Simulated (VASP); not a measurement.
# TePb (Fm-3m) in VASP: notebook

One crystal, TePb, is run at these levels: PBEsol; tasks: single point.

Everything below comes from runs of VASP 6.6.1. Logs are shortened: lines on timing, memory, paths and dates and some standing lists are left out, and cuts for length are marked.

**1. The undisturbed crystal**

The structure is cubic, space group Fm-3m (No. 225). Conventional cell: a = 6.454 Å, b = 6.454 Å, c = 6.454 Å, α = 90.00°, β = 90.00°, γ = 90.00°. Around Te (site symmetry m-3m) lie 6 Pb at 3.23 Å. Around Pb (site symmetry m-3m) lie 6 Te at 3.23 Å.

**2. Single point, PBEsol (one atom moved)**

INCAR reads:

```
SYSTEM = TePb
PREC = Accurate
ENCUT = 520
EDIFF = 1E-6
ISMEAR = 0
SIGMA = 0.02
LREAL = .False.
LASPH = .True.
NELM = 100
ALGO = Fast
ISIF = 2
LWAVE = .False.
LCHARG = .True.
GGA = PS
LELF = .True.
LVHAR = .True.
NBANDS = 17
```

KPOINTS reads:

```
regular mesh
0
Gamma
  8 8 8
  0 0 0
```

POSCAR reads:

```
TePb
1.0
    0.0000000000      3.2270000000      3.2270000000
    3.2270000000      0.0000000000      3.2270000000
    3.2270000000      3.2270000000      0.0000000000
Te Pb
1 1
Direct
    0.4753904555      0.5397629377      0.4175813449
    0.0000000000      0.0000000000      0.0000000000
```

Potentials or basis: VASP PAW PBE potentials, release 64 (Te, Pb_d).

The run is started by

```console
$ cat potpaw_PBE.64/Te/POTCAR potpaw_PBE.64/Pb_d/POTCAR > POTCAR
$ mpirun -np 1 vasp_std > vasp.out
```

OUTCAR:

```text
SYSTEM = TePb
   PREC = Accurate
   ENCUT = 520
   EDIFF = 1E-6
   ISMEAR = 0
   LREAL = .False.
   LASPH = .True.
   NELM = 100
   ISIF = 2
   GGA = PS

 ion  position               nearest neighbor table
   1  0.475  0.540  0.418-   2 2.89   2 3.11   2 3.20   2 3.30   2 3.38   2 3.58
   2  0.000  0.000  0.000-   1 2.89   1 3.11   1 3.20   1 3.30   1 3.38   1 3.58

  LATTYP: Found a face centered cubic cell.
 ALAT       =     6.4540000000

  Lattice vectors:

 A1 = (   0.0000000000,   3.2270000000,   3.2270000000)
 A2 = (   3.2270000000,   0.0000000000,   3.2270000000)
 A3 = (   3.2270000000,   3.2270000000,   0.0000000000)

Analysis of symmetry for initial positions (statically):
=====================================================================
 Subroutine PRICEL returns:
 Original cell was already a primitive cell.

 Routine SETGRP: Setting up the symmetry group for a
 face centered cubic supercell.

 Subroutine GETGRP returns: Found  1 space group operations
 (whereof  1 operations were pure point group operations)
 out of a pool of 48 trial point group operations.

The static configuration has the point symmetry C_1 .

Analysis of symmetry for dynamics (positions and initial velocities):
=====================================================================
 Subroutine PRICEL returns:
 Original cell was already a primitive cell.

 Routine SETGRP: Setting up the symmetry group for a
 face centered cubic supercell.

 Subroutine GETGRP returns: Found  1 space group operations
 (whereof  1 operations were pure point group operations)
 out of a pool of 48 trial point group operations.

The dynamic configuration has the point symmetry C_1 .

 Subroutine INISYM returns: Found  1 space group operations
 (whereof  1 operations are pure point group operations),
 and found     1 'primitive' translations

----------------------------------------------------------------------------------------

                                     Primitive cell

  volume of cell :      67.2089

  direct lattice vectors                    reciprocal lattice vectors
     0.000000000  3.227000000  3.227000000    -0.154942671  0.154942671  0.154942671
     3.227000000  0.000000000  3.227000000     0.154942671 -0.154942671  0.154942671
     3.227000000  3.227000000  0.000000000     0.154942671  0.154942671 -0.154942671

  length of vectors
     4.563667166  4.563667166  4.563667166     0.268368579  0.268368579  0.268368579

  position of ions in fractional coordinates (direct lattice)
     0.475390455  0.539762938  0.417581345
     0.000000000  0.000000000  0.000000000

  ion indices of the primitive-cell ions
   primitive index   ion index
                 1           1
                 2           2

----------------------------------------------------------------------------------------

 KPOINTS: regular mesh

Automatic generation of k-mesh.
 Grid dimensions read from file:
 generate k-points for:    8    8    8

 Generating k-lattice:

  Cartesian coordinates                     Fractional coordinates (reciprocal lattice)
    -0.019367834  0.019367834  0.019367834     0.125000000  0.000000000  0.000000000
     0.019367834 -0.019367834  0.019367834     0.000000000  0.125000000  0.000000000
     0.019367834  0.019367834 -0.019367834     0.000000000  0.000000000  0.125000000

  Length of vectors
     0.033546072  0.033546072  0.033546072

  Shift w.r.t. Gamma in fractional coordinates (k-lattice)
     0.000000000  0.000000000  0.000000000

 Subroutine IBZKPT returns following result:
 ===========================================

 Found    260 irreducible k-points:

 Following reciprocal coordinates:
            Coordinates               Weight
  0.000000  0.000000  0.000000      1.000000
  0.125000  0.000000  0.000000      2.000000
  0.000000  0.125000  0.000000      2.000000
  0.000000  0.000000  0.125000      2.000000
  0.125000  0.125000  0.125000      2.000000
  0.250000  0.000000  0.000000      2.000000
[... 16 lines left out ...]
  0.125000  0.000000  0.250000      2.000000
  0.125000  0.125000 -0.125000      2.000000
 [... further k-points ...]
   k-points           NKPTS =    260   k-points in BZ     NKDIM =    260   number of bands    NBANDS=     17
   number of dos      NEDOS =    301   number of ions     NIONS =      2
   total plane-waves  NPLWV =  46656
   dimension x,y,z NGX =    36 NGY =   36 NGZ =   36
   dimension x,y,z NGXF=    72 NGYF=   72 NGZF=   72
   ions per type =               1   1
   NGX,Y,Z   is equivalent  to a cutoff of  13.11, 13.11, 13.11 a.u.
   NGXF,Y,Z  is equivalent  to a cutoff of  26.23, 26.23, 26.23 a.u.
 SYSTEM =  TePb
   PREC   = accura    normal or accurate (medium, high low for compatibility)
   ISTART =      0    job   : 0-new  1-cont  2-samecut
   ICHARG =      2    charge: 1-file 2-atom 10-const
   ISPIN  =      1    spin polarized calculation?
   LNONCOLLINEAR =      F non collinear calculations
   LSORBIT =      F    spin-orbit coupling
   LASPH  =      T    aspherical Exc in radial PAW
   ENCUT  =  520.0 eV  38.22 Ry    6.18 a.u.   8.49  8.49  8.49*2*pi/ulx,y,z
   NELM   =    100;   NELMIN=  2; NELMDL= -5     # of ELM steps
   EDIFF  = 0.1E-05   stopping-criterion for ELM
   LREAL  =      F    real-space projection
   EDIFFG = 0.1E-04   stopping-criterion for IOM
   NSW    =      0    number of steps for IOM
   IBRION =     -1    ionic relax: 0-MD 1-quasi-New 2-CG
   NFREE  =      0    steps in history (QN), initial steepest desc. (CG)
   ISIF   =      2    stress and relaxation
   ISYM   =      2    0-nonsym 1-usesym 2-fastsym
   POTIM  = 0.5000    time-step for ionic-motion
   TEBEG  =    0.0;   TEEND  =   0.0 temperature during run
   PSTRESS=    0.0 pullay stress
   NELECT =      20.0000    total number of electrons
   NUPDOWN=      -1.0000    fix difference up-down
   EMIN   =  10.00;   EMAX   =-10.00  energy-range for DOS
   EFERMI =   0.00;   METHOD = LEGACY
   ISMEAR =     0;   SIGMA  =   0.02  broadening in eV -4-tet -1-fermi 0-gaus
   EFERMI_NEDOS =   21; number of points for ismear=-14 and -15
   IALGO  =     68    algorithm
   IMIX   =      4    mixing-type and parameters
     AMIX     =   0.40;   BMIX     =  1.00
     AMIX_MAG =   1.60;   BMIX_MAG =  1.00
  volume/ion in A,a.u.               =      33.60       226.77
  Fermi-wavevector in a.u.,A,eV,Ry     =   1.092972  2.065418 16.253366  1.194589
  Thomas-Fermi vector in A             =   2.229249
   LORBIT       =      0    0 simple, 1 ext, 2 COOP (PROOUT), +10 PAW based schemes
   GGA     = PS    functional components
   LHFCALC =     F    Hartree Fock is set to
   AEXX    =    0.0000 exact exchange contribution
   IVDW    =     0    specifies the selected vdW correction
   LEPSILON=     F    determine dielectric tensor
   LRPA    =     F    only Hartree local field effects (RPA)
 non-spin polarized calculation
 RMM-DIIS sequential band-by-band and
 Gauss-broadening in eV      SIGMA  =   0.02
  energy-cutoff  :      520.00
  volume of cell :       67.21
 maximum number of plane-waves:      1837
 NGX is ok and might be reduce to    36
   NGX = 17   NGY = 17   NGZ = 17

 number of electron      20.0000002 magnetization

 Free energy of the ion-electron system (eV)
  ---------------------------------------------------
  ext. energy  EPLUGINS =         0.00000000
  ---------------------------------------------------
  free energy    TOTEN  =        -8.16753497 eV

  energy without entropy =       -8.16753497  energy(sigma->0) =       -8.16753497

 E-fermi :   5.5229     XC(G=0):  -9.4618

 val. band max:        5.4425268440   @ k =   0.5000   0.0000   0.0000
 cond. band min:       6.3286695275   @ k =   0.5000   0.0000   0.0000
 fundamental gap:      0.8861426836
 Fermi energy:         5.5228785398

 k-point     1 :       0.0000    0.0000    0.0000
  band No.  band energies     occupation
      1     -11.0820      2.00000
      2     -11.0689      2.00000
      3     -11.0578      2.00000
      4     -11.0487      2.00000
      5     -11.0479      2.00000
      6      -6.6958      2.00000
[... 9 lines left out ...]
     16      11.8412      0.00000
     17      12.7230      0.00000

 k-point     2 :       0.1250    0.0000    0.0000
  band No.  band energies     occupation
      1     -11.0854      2.00000
      2     -11.0704      2.00000
      3     -11.0559      2.00000
      4     -11.0475      2.00000
      5     -11.0457      2.00000
      6      -6.5575      2.00000
[... 9 lines left out ...]
     16      11.7671      0.00000
     17      13.8610      0.00000

 k-point     3 :       0.0000    0.1250    0.0000
  band No.  band energies     occupation
      1     -11.0852      2.00000
      2     -11.0706      2.00000
      3     -11.0559      2.00000
      4     -11.0473      2.00000
      5     -11.0459      2.00000
      6      -6.5591      2.00000
[... 9 lines left out ...]
     16      11.8132      0.00000
     17      13.7661      0.00000

 k-point     4 :       0.0000    0.0000    0.1250
  band No.  band energies     occupation
      1     -11.0844      2.00000
      2     -11.0708      2.00000
      3     -11.0567      2.00000
      4     -11.0469      2.00000
      5     -11.0456      2.00000
      6      -6.5674      2.00000
[... 9 lines left out ...]
     16      11.8189      0.00000
     17      13.9380      0.00000

 k-point     5 :       0.1250    0.1250    0.1250
  band No.  band energies     occupation
      1     -11.0846      2.00000
      2     -11.0709      2.00000
      3     -11.0563      2.00000
      4     -11.0468      2.00000
      5     -11.0460      2.00000
      6      -6.5639      2.00000
[... 9 lines left out ...]
     16      11.8425      0.00000
     17      13.7403      0.00000

 k-point     6 :       0.2500    0.0000    0.0000
  band No.  band energies     occupation
      1     -11.0940      2.00000
      2     -11.0749      2.00000
      3     -11.0518      2.00000
      4     -11.0442      2.00000
      5     -11.0392      2.00000
      6      -6.1597      2.00000
[... 9 lines left out ...]
     16      12.3370      0.00000
     17      15.7486      0.00000

 k-point     7 :       0.0000    0.2500    0.0000
  band No.  band energies     occupation
      1     -11.0932      2.00000
      2     -11.0754      2.00000
      3     -11.0522      2.00000
      4     -11.0435      2.00000
      5     -11.0395      2.00000
      6      -6.1671      2.00000
[... 9 lines left out ...]
     16      12.3672      0.00000
     17      15.7248      0.00000

 k-point     8 :       0.0000    0.0000    0.2500
  band No.  band energies     occupation
      1     -11.0906      2.00000
      2     -11.0758      2.00000
      3     -11.0550      2.00000
      4     -11.0419      2.00000
      5     -11.0391      2.00000
      6      -6.2042      2.00000
[... 9 lines left out ...]
     16      12.4441      0.00000
     17      15.6120      0.00000
[... 203 lines left out ...]
      1     -11.0858      2.00000
      2     -11.0713      2.00000
      3     -11.0546      2.00000
      4     -11.0496      2.00000
      5     -11.0435      2.00000
      6      -6.5191      2.00000
[... 9 lines left out ...]
     16      12.2188      0.00000
     17      13.2704      0.00000

 k-point    20 :       0.1250    0.0000    0.1250
  band No.  band energies     occupation
      1     -11.0901      2.00000
      2     -11.0671      2.00000
      3     -11.0591      2.00000
      4     -11.0449      2.00000
      5     -11.0438      2.00000
      6      -6.5122      2.00000
[... 9 lines left out ...]
     16      12.4124      0.00000
     17      13.5049      0.00000

 k-point    21 :       0.2500    0.1250    0.0000
  band No.  band energies     occupation
      1     -11.0938      2.00000
      2     -11.0740      2.00000
      3     -11.0495      2.00000
      4     -11.0484      2.00000
      5     -11.0393      2.00000
      6      -6.2174      2.00000
[... 9 lines left out ...]
     16      12.8929      0.00000
     17      14.4310      0.00000

 k-point    22 :       0.0000    0.2500    0.1250
  band No.  band energies     occupation
      1     -11.0950      2.00000
      2     -11.0729      2.00000
      3     -11.0505      2.00000
      4     -11.0487      2.00000
      5     -11.0381      2.00000
      6      -6.2105      2.00000
[... 9 lines left out ...]
     16      12.8701      0.00000
     17      14.4891      0.00000

 k-point    23 :       0.1250    0.0000    0.2500
  band No.  band energies     occupation
      1     -11.0985      2.00000
      2     -11.0685      2.00000
      3     -11.0592      2.00000
      4     -11.0403      2.00000
      5     -11.0381      2.00000
      6      -6.2226      2.00000
[... 9 lines left out ...]
     16      13.0912      0.00000
     17      14.6065      0.00000

 k-point    24 :       0.1250    0.1250   -0.1250
  band No.  band energies     occupation
      1     -11.0927      2.00000
      2     -11.0741      2.00000
      3     -11.0523      2.00000
      4     -11.0465      2.00000
      5     -11.0389      2.00000
      6      -6.2345      2.00000
[... 9 lines left out ...]
     16      12.8710      0.00000
     17      14.4631      0.00000

 [... further k-points ...]

------------------------ aborting loop because EDIFF is reached ----------------------------------------

  FORCE on cell =-STRESS in cart. coord.  units (eV):
  Direction    XX          YY          ZZ          XY          YZ          ZX
  --------------------------------------------------------------------------------------
  -------------------------------------------------------------------------------------
  Total        0.1519397      1.8773039     -0.1146279      0.0315135     -0.0121587     -0.0083483
  in kB        3.6220540     44.7526009     -2.7325879      0.7512429     -0.2898472     -0.1990142
  external PRESSURE =      15.2140224 kB  Pullay stress =       0.0000000 kB

 VOLUME and BASIS-vectors are now :
 -----------------------------------------------------------------------------
  energy-cutoff  :      520.00
  volume of cell :       67.21
      direct lattice vectors                 reciprocal lattice vectors
     0.000000000  3.227000000  3.227000000    -0.154942671  0.154942671  0.154942671
     3.227000000  0.000000000  3.227000000     0.154942671 -0.154942671  0.154942671
     3.227000000  3.227000000  0.000000000     0.154942671  0.154942671 -0.154942671

 POSITION                                       TOTAL-FORCE (eV/Angst)
 -----------------------------------------------------------------------------------
      3.08935      2.88162      3.27590         0.183995      0.739757     -0.058385
      0.00000      0.00000      0.00000        -0.183995     -0.739757      0.058385
 -----------------------------------------------------------------------------------
    total drift:                               -0.000089     -0.000289      0.000047

  FREE ENERGIE OF THE ION-ELECTRON SYSTEM (eV)
  ---------------------------------------------------
  free  energy   TOTEN  =        -8.1675349658 eV

  energy  without entropy=       -8.1675349658  energy(sigma->0) =       -8.16753497
```

Wall time 3 min (1 thread of Intel Xeon Platinum 8559C (Emerald Rapids), shared host); peak memory 0.44 GiB.

What came out:

| Quantity | Value |
| --- | --- |
| Free energy | -8.1675 eV |
| Pressure | 1.5 GPa |
| Largest force | 0.765 eV/Å |
| Band gap on the k mesh | 0.89 eV, direct |

Forces on the atoms (eV/Å):
```
Te   0.184  0.740 -0.058
Pb  -0.184 -0.740  0.058
```

Stress tensor (GPa, compression positive):
```
 0.36  0.08 -0.02
 0.08  4.48 -0.03
-0.02 -0.03 -0.27
```

Caveat: the PAW data sets were made with another functional, which shifts forces and pressure a little; spin-orbit coupling is left out, which as a rule narrows the gap of such compounds by several tenths of an eV.

**3. Single point, PBEsol (one atom moved)**

INCAR reads:

```
PREC = Accurate
ENCUT = 520
EDIFF = 1E-6
ISMEAR = 0
SIGMA = 0.02
LREAL = False
LASPH = True
NELM = 100
ALGO = Fast
ISIF = 2
LWAVE = False
LCHARG = True
GGA = PS
LELF = True
LVHAR = True
NBANDS = 17
```

KPOINTS reads:

```
Automatic mesh
0
Gamma
  8 8 8
```

POSCAR: that of step 2 with these lines changed.

```diff
@@ -8,3 +8,3 @@
 Direct
-    0.4753904555      0.5397629377      0.4175813449
+    0.4793771305      0.4961667183      0.5166346452
     0.0000000000      0.0000000000      0.0000000000
```

Potentials or basis: VASP PAW PBE potentials, release 64 (Te, Pb_d).

The run is started by

```console
$ cat potpaw_PBE.64/Te/POTCAR potpaw_PBE.64/Pb_d/POTCAR > POTCAR
$ mpirun -np 1 vasp_std > vasp.out
```

It took 2.9 min on 1 thread of Intel Xeon Platinum 8559C (Emerald Rapids), shared host; peak memory 0.44 GiB.

Results (log left out):

- Free energy: -8.2568 eV
- Pressure: -0.2 GPa
- Largest force: 0.051 eV/Å
- Band gap on the k mesh: 0.68 eV, direct

Forces in eV/Å, atoms in the order of the input:
```
Te  -0.022  0.007  0.045
Pb   0.022 -0.007 -0.045
```

Stress tensor (GPa, compression positive):
```
-0.19  0.00 -0.03
 0.00 -0.25  0.01
-0.03  0.01 -0.02
```

Levels at points of the mesh, in eV from the valence-band top:
```
           k point  band 7  band 8  band 9  band 10  band 11  band 12  band 13  band 14
(0.00, 0.00, 0.00)   -5.60   -1.36   -1.34    -1.34     4.02     4.03     4.07     5.75
(0.50, 0.00, 0.00)   -8.60   -0.91   -0.88    -0.04     0.71     1.24     1.27     8.25
(0.00, 0.50, 0.00)   -8.62   -0.91   -0.90     0.00     0.68     1.26     1.28     8.28
(0.00, 0.00, 0.50)   -8.61   -0.92   -0.89    -0.03     0.70     1.25     1.28     8.26
(0.50, 0.50, 0.50)   -8.62   -0.92   -0.89     0.00     0.68     1.26     1.28     8.28
(0.50, 0.50, 0.00)   -7.34   -4.52   -2.82    -2.82     3.19     5.49     5.49     6.72
(0.00, 0.50, 0.50)   -7.31   -4.54   -2.82    -2.81     3.16     5.50     5.51     6.71
(0.50, 0.00, 0.50)   -7.31   -4.55   -2.83    -2.81     3.15     5.49     5.53     6.71
```

Caveat: the PAW data sets were made with another functional, which shifts forces and pressure a little; spin-orbit coupling is left out, which as a rule narrows the gap of such compounds by several tenths of an eV. A k mesh can miss the band edges.
